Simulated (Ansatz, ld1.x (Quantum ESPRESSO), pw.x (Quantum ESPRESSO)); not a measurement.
osmium: one change to the TM potential, in the atom and in the fcc crystal

* Element: osmium
* Generator: ld1.x (Quantum ESPRESSO) 7.5
* Type: norm-conserving Troullier–Martins (Kleinman–Bylander form)
* Functional: PBE
* Relativity: scalar-relativistic
* Frozen core: [Xe] 4f14
* Valence charge: 8
* Reference configuration: 5d6 6s2 6p0
* Partial waves: 6p (bound, empty): rc 3.40 bohr; 5d (bound): rc 2.05 bohr; 6s (bound): rc 2.00 bohr
* Local potential: the s channel
* Core correction: none

Change: all radii scaled by about 0.89 (s 1.78, p 3.02, d 1.82 bohr).

Cutoffs, loose and tight: the cutoffs (Ry, on a coarse ladder) from which the occupation-weighted sum of valence levels, in a spherical-Bessel basis at the reference potential, stays within 10 and 1 mRy of its value at 400 Ry. They do not see the model core or the augmentation charge, which bear on the density cutoff. Test errors are all-electron minus pseudo excitation energies from the reference, over the configurations 5d6 6s1 6p0; 5d6 6s0 6p0; 5d5 6s0 6p0; 5d6.5 6s1.5 6p0; 5d6 6s1.5 6p0; 5d7 6s1 6p0; 5d4 6s0 6p0; variants that change the core or the reference have their own tests.

Crystal test: fcc Os in pw.x 7.5, no spin, 15³ k-points, Fermi–Dirac smearing 0.01 Ry, cutoffs set for each file from its atomic test. The reference is all-electron LAPW (Ansatz 0.2.0) with the same functional, mesh and smearing; V0 and B0 come from Birch–Murnaghan fits to the pressures at five volumes. Errors are pseudo minus all-electron; Δ is the rms difference of the E(V) curves that follow from these fits, minima aligned, over ±6 % about the mean V0. Mesh and smearing are coarse, so the numbers serve the comparison and aren't converged zero-temperature values; the lattice is a test structure that the element need not adopt.

All-electron: a0 = 3.856 Å (V0 = 14.34 Å³/atom), B0 = 387.2 GPa.

**Question.** Does the change bring the crystal closer to the all-electron result?

**Answer.** The mean pressure error goes from +13.69 to +8.39 GPa, so the change moves the solid closer to the all-electron pressures.

| quantity | base | changed |
| --- | --- | --- |
| outcome (atom) | generated | generated |
| cutoff, loose (atom) | 35 Ry | 40 Ry |
| cutoff, tight (atom) | 55 Ry | 100 Ry |
| bound ghosts (atom) | none | none |
| largest test error (meV) (atom) | -163 | -135 |
| cutoffs in pw.x (Ry) | 70/280 | 120/480 |
| a0 (Å) | 3.899 | 3.883 |
| a0 error (%) | +1.11 | +0.70 |
| B0 error (%) | -2.9 | -2.5 |
| Δ (meV/atom) | 40.5 | 25.4 |
| mean pressure error (GPa) | +13.69 | +8.39 |

Base: The largest radius (3.40 bohr) exceeds half the bond length (2.58 bohr), so the spheres overlap, which is one possible source of error among others. This is a poor potential for the solid. Changed file: The largest radius (3.02 bohr) exceeds half the bond length (2.58 bohr), so the spheres overlap, which is one possible source of error among others. This is a poor potential for the solid. The logarithmic derivative shows an extra or strongly shifted pseudo pole above the reference energy (s near 1.12 Ry). The atomic cutoffs weigh occupied waves only.
